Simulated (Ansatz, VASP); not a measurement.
# HfN: VASP beside Ansatz

```
Hf N
1.0
     0.00000    2.23422    2.23422
     2.23422    0.00000    2.23422
     2.23422    2.23422    0.00000
Hf N
1 1
Direct
  0.00000 0.00000 0.00000
  0.50000 0.50000 0.50000
```

Alike in both runs: functional LDA; k mesh 10 × 10 × 10; occupations fermi-dirac, width 0.1 eV; no spin polarisation.

Ansatz relaxed the structure, and its values are those at the end. VASP's run is a single point on that final structure, the one shown.

```csv
,VASP,Ansatz
version,VASP 6.6.1,Ansatz 0.2.0
potentials or method,"VASP PAW LDA potentials, release 64 (Hf_pv, N)","plane waves, PAW"
plane-wave cutoff (eV),520,420
valence electrons in the cell,15,31
```

Ansatz gave:

```
pressure (GPa) : 0.0
```

**Question.** What did VASP give for the same quantities?

**Answer.** Pressure (GPa): -1.2.

The two sets of potentials don't hold the same shells in valence.

Spin-orbit coupling is left out, which matters for the levels of Hf.
